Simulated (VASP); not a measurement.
# Ba (P6/mmm) in VASP: notebook

One crystal, Ba, is run at these levels: PBE, PBEsol; tasks: single point.

All numbers are computed with VASP 6.6.1; they aren't measurements. Logs are shortened: lines on timing, memory, paths and dates and some standing lists are left out, and cuts for length are marked.

**1. The structure**

It takes space group P6/mmm (No. 191, hexagonal). Conventional cell: a = 4.312 Å, b = 4.312 Å, c = 3.913 Å, α = 90.00°, β = 90.00°, γ = 120.00°. Around Ba (site symmetry 6/mmm) lie 8 Ba at 3.91 to 4.31 Å.

This isn't the form of Ba at room conditions, which is bcc.

**2. Single point, PBE**

The input, INCAR:

```
SYSTEM = Ba
PREC = Accurate ; ENCUT = 520
EDIFF = 1E-6 ; ISMEAR = 0
SIGMA = 0.1 ; LREAL = .False.
LASPH = .True. ; NELM = 100
ALGO = Normal ; ISIF = 2
LWAVE = .False. ; LCHARG = .False.
GGA = PE ; NBANDS = 11
```

The input, KPOINTS:

```
Automatic mesh
0
Gamma
  6 6 6
  0 0 0
```

The input, POSCAR:

```
Ba
1.0
    4.3116136979      0.0000000000      0.0000000000
   -2.1558068490      3.7339669937      0.0000000000
    0.0000000000      0.0000000000      3.9134133000
Ba
1
Direct
    0.0000000000      0.0000000000      0.0000000000
```

Potentials or basis: VASP PAW PBE potentials, release 64 (Ba_sv).

Launch:

```
$ cat potpaw_PBE.64/Ba_sv/POTCAR > POTCAR
$ mpirun -np 1 vasp_std > vasp.out
```

OUTCAR:

```text
SYSTEM = Ba
   PREC = Accurate
   ENCUT = 520
   EDIFF = 1E-6
   ISMEAR = 0
   LREAL = .False.
   LASPH = .True.
   NELM = 100
   ISIF = 2
   GGA = PE

 ion  position               nearest neighbor table
   1  0.000  0.000  0.000-

  LATTYP: Found a hexagonal cell.
 ALAT       =     4.3116136979
 C/A-ratio  =     0.9076446950

  Lattice vectors:

 A1 = (   4.3116136979,   0.0000000000,   0.0000000000)
 A2 = (  -2.1558068490,   3.7339669937,   0.0000000000)
 A3 = (   0.0000000000,   0.0000000000,   3.9134133000)

Analysis of symmetry for initial positions (statically):
=====================================================================
 Subroutine PRICEL returns:
 Original cell was already a primitive cell.

 Routine SETGRP: Setting up the symmetry group for a
 hexagonal supercell.

 Subroutine GETGRP returns: Found 24 space group operations
 (whereof 24 operations were pure point group operations)
 out of a pool of 24 trial point group operations.

The static configuration has the point symmetry D_6h.

Analysis of symmetry for dynamics (positions and initial velocities):
=====================================================================
 Subroutine PRICEL returns:
 Original cell was already a primitive cell.

 Routine SETGRP: Setting up the symmetry group for a
 hexagonal supercell.

 Subroutine GETGRP returns: Found 24 space group operations
 (whereof 24 operations were pure point group operations)
 out of a pool of 24 trial point group operations.

The dynamic configuration has the point symmetry D_6h.

 Subroutine INISYM returns: Found 24 space group operations
 (whereof 24 operations are pure point group operations),
 and found     1 'primitive' translations

----------------------------------------------------------------------------------------

                                     Primitive cell

  volume of cell :      63.0037

  direct lattice vectors                    reciprocal lattice vectors
     4.311613698  0.000000000  0.000000000     0.231931724  0.133905844  0.000000000
    -2.155806849  3.733966994  0.000000000     0.000000000  0.267811687  0.000000000
     0.000000000  0.000000000  3.913413300     0.000000000  0.000000000  0.255531405

  length of vectors
     4.311613698  4.311613698  3.913413300     0.267811687  0.267811687  0.255531405

  position of ions in fractional coordinates (direct lattice)
     0.000000000  0.000000000  0.000000000

  ion indices of the primitive-cell ions
   primitive index   ion index
                 1           1

----------------------------------------------------------------------------------------

 KPOINTS: Automatic mesh

Automatic generation of k-mesh.
 Grid dimensions read from file:
 generate k-points for:    6    6    6

 Generating k-lattice:

  Cartesian coordinates                     Fractional coordinates (reciprocal lattice)
     0.038655287  0.022317641  0.000000000     0.166666667  0.000000000  0.000000000
     0.000000000  0.044635281  0.000000000     0.000000000  0.166666667  0.000000000
     0.000000000  0.000000000  0.042588568     0.000000000  0.000000000  0.166666667

  Length of vectors
     0.044635281  0.044635281  0.042588568

  Shift w.r.t. Gamma in fractional coordinates (k-lattice)
     0.000000000  0.000000000  0.000000000

 Subroutine IBZKPT returns following result:
 ===========================================

 Found     28 irreducible k-points:

 Following reciprocal coordinates:
            Coordinates               Weight
  0.000000  0.000000  0.000000      1.000000
  0.166667  0.000000  0.000000      6.000000
  0.333333  0.000000  0.000000      6.000000
  0.500000  0.000000  0.000000      3.000000
  0.166667  0.166667  0.000000      6.000000
  0.333333  0.166667  0.000000     12.000000
[... 16 lines left out ...]
  0.166667  0.000000  0.500000      6.000000
  0.333333  0.000000  0.500000      6.000000
 [... further k-points ...]
   k-points           NKPTS =     28   k-points in BZ     NKDIM =     28   number of bands    NBANDS=     11
   number of dos      NEDOS =    301   number of ions     NIONS =      1
   total plane-waves  NPLWV =  30720
   dimension x,y,z NGX =    32 NGY =   32 NGZ =   30
   dimension x,y,z NGXF=    64 NGYF=   64 NGZF=   60
   ions per type =               1
   NGX,Y,Z   is equivalent  to a cutoff of  12.34, 12.34, 12.74 a.u.
   NGXF,Y,Z  is equivalent  to a cutoff of  24.68, 24.68, 25.49 a.u.
 SYSTEM =  Ba
   PREC   = accura    normal or accurate (medium, high low for compatibility)
   ISTART =      0    job   : 0-new  1-cont  2-samecut
   ICHARG =      2    charge: 1-file 2-atom 10-const
   ISPIN  =      1    spin polarized calculation?
   LNONCOLLINEAR =      F non collinear calculations
   LSORBIT =      F    spin-orbit coupling
   LASPH  =      T    aspherical Exc in radial PAW
   ENCUT  =  520.0 eV  38.22 Ry    6.18 a.u.   8.02  8.02  7.28*2*pi/ulx,y,z
   NELM   =    100;   NELMIN=  2; NELMDL= -5     # of ELM steps
   EDIFF  = 0.1E-05   stopping-criterion for ELM
   LREAL  =      F    real-space projection
   EDIFFG = 0.1E-04   stopping-criterion for IOM
   NSW    =      0    number of steps for IOM
   IBRION =     -1    ionic relax: 0-MD 1-quasi-New 2-CG
   NFREE  =      0    steps in history (QN), initial steepest desc. (CG)
   ISIF   =      2    stress and relaxation
   ISYM   =      2    0-nonsym 1-usesym 2-fastsym
   POTIM  = 0.5000    time-step for ionic-motion
   TEBEG  =    0.0;   TEEND  =   0.0 temperature during run
   PSTRESS=    0.0 pullay stress
   NELECT =      10.0000    total number of electrons
   NUPDOWN=      -1.0000    fix difference up-down
   EMIN   =  10.00;   EMAX   =-10.00  energy-range for DOS
   EFERMI =   0.00;   METHOD = LEGACY
   ISMEAR =     0;   SIGMA  =   0.10  broadening in eV -4-tet -1-fermi 0-gaus
   EFERMI_NEDOS =   21; number of points for ismear=-14 and -15
   IALGO  =     38    algorithm
   IMIX   =      4    mixing-type and parameters
     AMIX     =   0.40;   BMIX     =  1.00
     AMIX_MAG =   1.60;   BMIX_MAG =  1.00
  volume/ion in A,a.u.               =      63.00       425.17
  Fermi-wavevector in a.u.,A,eV,Ry     =   0.886379  1.675014 10.689660  0.785668
  Thomas-Fermi vector in A             =   2.007537
   LORBIT       =      0    0 simple, 1 ext, 2 COOP (PROOUT), +10 PAW based schemes
   GGA     = PE    functional components
   LHFCALC =     F    Hartree Fock is set to
   AEXX    =    0.0000 exact exchange contribution
   IVDW    =     0    specifies the selected vdW correction
   LEPSILON=     F    determine dielectric tensor
   LRPA    =     F    only Hartree local field effects (RPA)
 non-spin polarized calculation
 Gauss-broadening in eV      SIGMA  =   0.10
  energy-cutoff  :      520.00
  volume of cell :       63.00
 maximum number of plane-waves:      1710
   NGX = 17   NGY = 17   NGZ = 15

 number of electron      10.0000001 magnetization

 Free energy of the ion-electron system (eV)
  ---------------------------------------------------
  ext. energy  EPLUGINS =         0.00000000
  ---------------------------------------------------
  free energy    TOTEN  =        -1.73736552 eV

  energy without entropy =       -1.73466006  energy(sigma->0) =       -1.73601279

 E-fermi :   1.7039     XC(G=0):  -7.3993

 val. band max:        1.5727001310   @ k =   0.5000   0.0000   0.3333
 cond. band min:       1.7684878457   @ k =   0.3333   0.3333   0.3333
 fundamental gap:      0.1957877147
 Fermi energy:         1.7039189726

 k-point     1 :       0.0000    0.0000    0.0000
  band No.  band energies     occupation
      1     -27.4502      2.00000
      2     -12.3769      2.00000
      3     -12.3769      2.00000
      4     -12.2830      2.00000
      5      -1.0430      2.00000
      6       1.7700      0.35031
      7       3.3482      0.00000
      8       3.3482      0.00000
      9       6.4980      0.00000
     10       6.4980      0.00000
     11       7.7066      0.00000

 k-point     2 :       0.1667    0.0000    0.0000
  band No.  band energies     occupation
      1     -27.4399      2.00000
      2     -12.5054      2.00000
      3     -12.4058      2.00000
      4     -12.2701      2.00000
      5      -0.5936      2.00000
      6       1.9505      0.00049
      7       2.7683      0.00000
      8       3.8152      0.00000
      9       5.7751      0.00000
     10       6.3847      0.00000
     11       8.9667      0.00000

 k-point     3 :       0.3333    0.0000    0.0000
  band No.  band energies     occupation
      1     -27.4190      2.00000
      2     -12.7482      2.00000
      3     -12.4625      2.00000
      4     -12.2441      2.00000
      5       0.3459      2.00000
      6       1.9292      0.00144
      7       2.5796      0.00000
      8       4.9110      0.00000
      9       5.1040      0.00000
     10       6.1764      0.00000
     11       7.8470      0.00000

 k-point     4 :       0.5000    0.0000    0.0000
  band No.  band energies     occupation
      1     -27.4085      2.00000
      2     -12.8634      2.00000
      3     -12.4903      2.00000
      4     -12.2311      2.00000
      5       0.7140      2.00000
      6       2.0721      0.00000
      7       2.6273      0.00000
      8       4.5897      0.00000
      9       6.0800      0.00000
     10       6.4188      0.00000
     11       7.6082      0.00000
[... 239 lines left out ...]
 k-point    22 :       0.0000    0.0000    0.5000
  band No.  band energies     occupation
      1     -27.3849      2.00000
      2     -13.0376      2.00000
      3     -12.3029      2.00000
      4     -12.3029      2.00000
      5       0.8746      2.00000
      6       2.3575      0.00000
      7       3.9414      0.00000
      8       3.9414      0.00000
      9       4.2305      0.00000
     10       4.2305      0.00000
     11       8.7412      0.00000

 k-point    23 :       0.1667    0.0000    0.5000
  band No.  band energies     occupation
      1     -27.3750      2.00000
      2     -13.0152      2.00000
      3     -12.4210      2.00000
      4     -12.3300      2.00000
      5       1.4030      1.99998
      6       1.7926      0.20974
      7       3.5235      0.00000
      8       4.0022      0.00000
      9       4.4082      0.00000
     10       4.7884      0.00000
     11       8.8559      0.00000

 k-point    24 :       0.3333    0.0000    0.5000
  band No.  band energies     occupation
      1     -27.3550      2.00000
      2     -12.9699      2.00000
      3     -12.6458      2.00000
      4     -12.3832      2.00000
      5       1.0925      2.00000
      6       2.0147      0.00001
      7       3.6244      0.00000
      8       3.8761      0.00000
      9       5.1068      0.00000
     10       5.6613      0.00000
     11       8.4991      0.00000

 [... further k-points ...]
[... 5 lines left out ...]
  --------------------------------------------------------------------------------------
  -------------------------------------------------------------------------------------
  Total       -0.1590671     -0.1590671      0.2465143      0.0000000      0.0000000     -0.0000000
  in kB       -4.0450594     -4.0450594      6.2688317      0.0000000      0.0000000     -0.0000000
  external PRESSURE =      -0.6070957 kB  Pullay stress =       0.0000000 kB

 VOLUME and BASIS-vectors are now :
 -----------------------------------------------------------------------------
  energy-cutoff  :      520.00
  volume of cell :       63.00
      direct lattice vectors                 reciprocal lattice vectors
     4.311613698  0.000000000  0.000000000     0.231931724  0.133905844  0.000000000
    -2.155806849  3.733966994  0.000000000     0.000000000  0.267811687  0.000000000
     0.000000000  0.000000000  3.913413300     0.000000000  0.000000000  0.255531405

 POSITION                                       TOTAL-FORCE (eV/Angst)
 -----------------------------------------------------------------------------------
      0.00000      0.00000      0.00000         0.000000      0.000000      0.000000
 -----------------------------------------------------------------------------------
    total drift:                                0.000000      0.000000     -0.000000

  FREE ENERGIE OF THE ION-ELECTRON SYSTEM (eV)
  ---------------------------------------------------
  free  energy   TOTEN  =        -1.7373655180 eV

  energy  without entropy=       -1.7346600633  energy(sigma->0) =       -1.73601279
```

Wall time 5.9 s (1 thread of Intel Xeon 6975P-C (Granite Rapids), shared host); peak memory 0.17 GiB.

Results:

```yaml
Free_energy: -1.7374 eV
Pressure: -0.1 GPa
Band_gap_on_the_k_mesh: none (metal or under the smearing width)
```

The run has no spin-orbit coupling, so splittings on Ba are missing.

**3. Single point, PBE (Ba replaced by Ca, lengths x 0.891, strained and moved within the space group)**

The input, INCAR:

```
PREC = Accurate
ENCUT = 520
EDIFF = 1E-7
ISMEAR = 0
SIGMA = 0.1
LREAL = False
LASPH = True
NELM = 100
ALGO = Normal
ISIF = 2
LWAVE = False
LCHARG = False
GGA = PE
NBANDS = 11
```

The input, KPOINTS:

```
Automatic mesh
0
Gamma
  6 6 6
```

The input, POSCAR:

```
Ca
1.0
    3.8831938727      0.0000000000      0.0000000000
   -1.9415969364      3.3629445416      0.0000000000
    0.0000000000      0.0000000000      3.5245603184
Ca
1
Direct
    0.0000000000      0.0000000000      0.0000000000
```

Potentials or basis: VASP PAW PBE potentials, release 64 (Ca_sv).

Launch:

```
$ cat potpaw_PBE.64/Ca_sv/POTCAR > POTCAR
$ mpirun -np 1 vasp_std > vasp.out
```

OUTCAR:

```text
PREC = Accurate
   ENCUT = 520
   EDIFF = 1E-7
   ISMEAR = 0
   LREAL = False
   LASPH = True
   NELM = 100
   ISIF = 2
   GGA = PE

 ion  position               nearest neighbor table
   1  0.000  0.000  0.000-

  LATTYP: Found a hexagonal cell.
 ALAT       =     3.8831938727
 C/A-ratio  =     0.9076446950

  Lattice vectors:

 A1 = (   3.8831938727,   0.0000000000,   0.0000000000)
 A2 = (  -1.9415969364,   3.3629445416,   0.0000000000)
 A3 = (   0.0000000000,   0.0000000000,   3.5245603184)

[... 509 lines left out ...]
      3     -21.7141      2.00000
      4     -21.6543      2.00000
      5       1.3594      1.99877
      6       1.9390      0.00000
      7       3.5422      0.00000
      8       3.9353      0.00000
      9       4.4012      0.00000
     10       5.1214      0.00000
     11       6.5253      0.00000

 [... further k-points ...]
[... 5 lines left out ...]
  --------------------------------------------------------------------------------------
  -------------------------------------------------------------------------------------
  Total       -0.5144374     -0.5144374      0.0653480      0.0000000      0.0000000      0.0000000
  in kB      -17.9072687    -17.9072687      2.2747250      0.0000000      0.0000000      0.0000000
  external PRESSURE =     -11.1799374 kB  Pullay stress =       0.0000000 kB

 VOLUME and BASIS-vectors are now :
 -----------------------------------------------------------------------------
  energy-cutoff  :      520.00
  volume of cell :       46.03
      direct lattice vectors                 reciprocal lattice vectors
     3.883193873  0.000000000  0.000000000     0.257519978  0.148679229  0.000000000
    -1.941596936  3.362944542  0.000000000     0.000000000  0.297358457  0.000000000
     0.000000000  0.000000000  3.524560318     0.000000000  0.000000000  0.283723333

 POSITION                                       TOTAL-FORCE (eV/Angst)
 -----------------------------------------------------------------------------------
      0.00000      0.00000      0.00000         0.000000      0.000000      0.000000
 -----------------------------------------------------------------------------------
    total drift:                                0.000000      0.000000     -0.000000

  FREE ENERGIE OF THE ION-ELECTRON SYSTEM (eV)
  ---------------------------------------------------
  free  energy   TOTEN  =        -1.6960176723 eV

  energy  without entropy=       -1.6902631307  energy(sigma->0) =       -1.69314040
```

OSZICAR:

```text
N       E                     dE             d eps       ncg     rms          rms(c)
DAV:   1     0.667377604922E+02    0.66738E+02   -0.51158E+03   616   0.832E+02
DAV:   2    -0.116803066057E+00   -0.66855E+02   -0.66264E+02   679   0.205E+02
DAV:   3    -0.164737244995E+01   -0.15306E+01   -0.15196E+01   910   0.297E+01
DAV:   4    -0.170093525861E+01   -0.53563E-01   -0.53508E-01   820   0.472E+00
DAV:   5    -0.170191262268E+01   -0.97736E-03   -0.97733E-03   854   0.553E-01    0.236E+00
DAV:   6    -0.169737448044E+01    0.45381E-02   -0.11265E-02   702   0.114E+00    0.144E+00
DAV:   7    -0.169638362593E+01    0.99085E-03   -0.17966E-02   628   0.154E+00    0.116E-01
DAV:   8    -0.169598977593E+01    0.39385E-03   -0.20701E-03   679   0.408E-01    0.332E-02
DAV:   9    -0.169601852879E+01   -0.28753E-04   -0.16550E-04   890   0.104E-01    0.609E-03
DAV:  10    -0.169601847820E+01    0.50592E-07   -0.49733E-06   747   0.171E-02    0.136E-03
DAV:  11    -0.169601789399E+01    0.58421E-06   -0.72953E-07   903   0.435E-03    0.204E-03
DAV:  12    -0.169601771614E+01    0.17785E-06   -0.30658E-08   406   0.199E-03    0.520E-04
DAV:  13    -0.169601767227E+01    0.43864E-07   -0.11871E-08   332   0.114E-03
   1 F= -.16960177E+01 E0= -.16931404E+01  d E =-.575454E-02
```

It took 11 s on 1 thread of Intel Xeon Platinum 8488C (Sapphire Rapids), shared host; peak memory 0.16 GiB.

What came out:

- Free energy: -1.6960 eV
- Pressure: -1.1 GPa
- Band gap on the k mesh: none (metal or under the smearing width)

**4. Single point, PBEsol (functional PBEsol, strained and moved within the space group)**

The input, INCAR:

```
SYSTEM = Ba
PREC = Accurate
ENCUT = 520
EDIFF = 1E-6
ISMEAR = 0
SIGMA = 0.1
LREAL = .False.
LASPH = .True.
NELM = 100
ALGO = Normal
ISIF = 2
LWAVE = .False.
LCHARG = .False.
GGA = PS
NBANDS = 11
```

The input, KPOINTS:

```
regular mesh
0
Gamma
  12 12 12
  0 0 0
```

The input, POSCAR:

```
Ba
1.0
    4.2572011330      0.0000000000      0.0000000000
   -2.1286005666      3.6868443302      0.0000000000
    0.0000000000      0.0000000000      3.7466236252
Ba
1
Direct
    0.0000000000      0.0000000000      0.0000000000
```

Potentials or basis: VASP PAW PBE potentials, release 64 (Ba_sv).

Launch:

```
$ cat potpaw_PBE.64/Ba_sv/POTCAR > POTCAR
$ mpirun -np 1 vasp_std > vasp.out
```

Wall time 32 s (1 thread of Intel Xeon Platinum 8488C (Sapphire Rapids), shared host); peak memory 0.23 GiB.

It converged, with:

| Property | Result |
| --- | --- |
| Free energy | -1.9646 eV |
| Pressure | -0.2 GPa |
| Band gap on the k mesh | none (metal or under the smearing width) |

Stress tensor (GPa, compression positive):
```
-0.84  0.00  0.00
 0.00 -0.84  0.00
 0.00  0.00  1.14
```

Levels at points of the mesh, in eV from the Fermi level:
```csv
k point,band 3,band 4,band 5,band 6,band 7,band 8
"(0.00, 0.00, 0.00)",-13.92,-13.71,-2.78,-0.02,1.66,1.66
"(0.50, 0.00, 0.00)",-14.05,-13.65,-1.04,0.28,1.08,3.32
"(0.00, 0.00, 0.50)",-13.81,-13.81,-0.70,0.93,2.39,2.39
"(0.50, 0.00, 0.50)",-14.32,-13.93,-1.00,0.31,1.68,3.61
```

Caveat: the PAW data sets were made with another functional, which shifts forces and pressure a little.

**5. Overview**

```csv
level,potentials or basis,cell,k mesh,gap on the mesh (eV),pressure (GPa)
PBE,"VASP PAW PBE potentials, release 64 (Ba_sv)",as given,6 × 6 × 6,none,-0.1
PBE,"VASP PAW PBE potentials, release 64 (Ca_sv)","Ba replaced by Ca, lengths x 0.891, strained and moved within the space group",6 × 6 × 6,none,-1.1
PBEsol,"VASP PAW PBE potentials, release 64 (Ba_sv)","functional PBEsol, strained and moved within the space group",12 × 12 × 12,none,-0.2
```

Alike in all rows: task single point; no spin polarisation; cutoff (eV) 520; smearing gaussian 0.1 eV.

Caveats: the PAW data sets were made with another functional, which shifts forces and pressure a little (some runs).

Absolute energies hang on the potentials; compare differences alone.
